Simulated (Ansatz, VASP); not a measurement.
Fe3Ge: VASP beside Ansatz

```
CELL_PARAMETERS angstrom
3.59845 0.00000 0.00000
0.00000 3.59845 0.00000
0.00000 0.00000 3.59845
ATOMIC_POSITIONS crystal
Fe 0.00000 0.50000 0.50000
Fe 0.50000 0.50000 0.00000
Fe 0.50000 0.00000 0.50000
Ge 0.00000 0.00000 0.00000
```

Change from the starting cell: volume scaled by 0.95, no spin polarisation, PAW files.

Alike in both runs: task single point; functional PBEsol; k mesh 9 × 9 × 9; occupations fermi-dirac, width 0.03 eV; no spin polarisation.

```csv
,VASP,Ansatz
version,VASP 6.6.1,Ansatz 0.2.0
potentials or method,"VASP PAW PBE potentials, release 64 (Fe, Ge_d)","PAW with Ansatz's default frozen-core files, scalar-relativistic"
plane-wave cutoff (eV),520,420
valence electrons in the cell,38,62
```

Ansatz gave:

| Quantity | Value |
| --- | --- |
| pressure (GPa) | -16.7 |

**Question.** Which values does VASP return?

**Answer.** Pressure (GPa): -16.5.

The two sets of potentials don't hold the same shells in valence.

Caveats: so large a pressure means that the cell lies far from this level's equilibrium, or that cutoff or potentials fall short (VASP); the potentials were made for another functional, which shifts forces and pressure (VASP). Spin polarisation is off, so any magnetic state and its effect on volume and gap are missing.
